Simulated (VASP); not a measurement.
Here is a VASP 6.6.1 calculation.

Contents of INCAR:

```
SYSTEM = Ti
PREC = Accurate
ENCUT = 600
EDIFF = 1E-6
ISMEAR = -1
SIGMA = 0.05
LREAL = .False.
LASPH = .True.
NELM = 80
ALGO = Normal
ISIF = 3
LWAVE = .False.
LCHARG = .False.
METAGGA = R2SCAN
LMIXTAU = .True.
IBRION = 2
NSW = 60
EDIFFG = -0.01
```

The input KPOINTS:

```
Automatic mesh
0
Gamma
  10 10 10
  0 0 0
```

Contents of POSCAR:

```
Ti
1.0
   -1.6410000000      1.6410000000      1.6410000000
    1.6410000000     -1.6410000000      1.6410000000
    1.6410000000      1.6410000000     -1.6410000000
Ti
1
Direct
    0.0000000000      0.0000000000      0.0000000000
```

Potentials or basis: VASP PAW PBE potentials, release 64 (Ti_sv).

The run is started by

```console
$ cat potpaw_PBE.64/Ti_sv/POTCAR > POTCAR
$ mpirun -np 1 vasp_std > vasp.out
```

Task: What does it give for the space group after relaxing (to 0.05 Å)?

Result: Im-3m (No. 229).

Task: Estimate the band gap on the k mesh.

Result: None (metal or under the smearing width).

Final structure:
```
Ti
1.0
    -1.62875    1.62875    1.62875
     1.62875   -1.62875    1.62875
     1.62875    1.62875   -1.62875
Ti
1
Direct
  0.00000 0.00000 0.00000
```
